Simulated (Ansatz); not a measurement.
Here is an Ansatz 0.2.0 calculation.

File input.yaml:

```yaml
crystal:
  lattice:
    - [4.438, 0.0, 0.0]
    - [0.0, 4.438, 0.0]
    - [0.0, 0.0, 4.438]
  atoms:
    - { symbol: Co, position: [0.86, 0.64, 0.36], spin: 2.0 }
    - { symbol: Co, position: [0.64, 0.36, 0.86], spin: 2.0 }
    - { symbol: Co, position: [0.36, 0.86, 0.64], spin: 2.0 }
    - { symbol: Co, position: [0.14, 0.14, 0.14], spin: 2.0 }
    - { symbol: Si, position: [0.157, 0.343, 0.657] }
    - { symbol: Si, position: [0.343, 0.657, 0.157] }
    - { symbol: Si, position: [0.657, 0.157, 0.343] }
    - { symbol: Si, position: [0.843, 0.843, 0.843] }
hamiltonian:
  xc: r2scan
  pseudopotentials: { kind: paw }
  hubbard: { sites: [{ species: Co, l: d, u_eff: 6.0 }] }
magnetization:
  spin_polarized: true
kpoints:
  mp_grid: { grid: [5, 5, 5] }
scf:
  occupations: { method: fermi_dirac, width: 0.05 }
output:
  forces: true
  stress: true
  eigenvalues: true
```

Potentials or basis: Ansatz PAW.

Command:

```sh
$ ansatz run input.yaml --threads 4 --pin off --max-ram 11264MiB --backend cpu --events-out ev --progress --plain --runs-dir out
```

**Question.** Predict the site moments.

**Answer.** Co +1.30; Si -0.11 μB.

**Question.** What does it give for the net moment?

**Answer.** 4.00 μB per cell.

Eigenvalues of the final occupation matrices:
```csv
site,spin,trace,eigenvalues
site 1,1,4.66,0.90 0.92 0.92 0.96 0.96
site 1,2,3.34,0.32 0.32 0.90 0.90 0.90
site 2,1,4.66,0.90 0.92 0.92 0.96 0.96
site 2,2,3.34,0.32 0.32 0.90 0.90 0.90
site 3,1,4.66,0.90 0.92 0.92 0.96 0.96
site 3,2,3.34,0.32 0.32 0.90 0.90 0.90
site 4,1,4.66,0.90 0.92 0.92 0.96 0.96
site 4,2,3.34,0.32 0.32 0.90 0.90 0.90
```

Caveat: the magnetic or orbital state may not be the lowest; the U is typed as a test and isn't derived for this compound. The state reached can hang on the start; a lower one may exist.
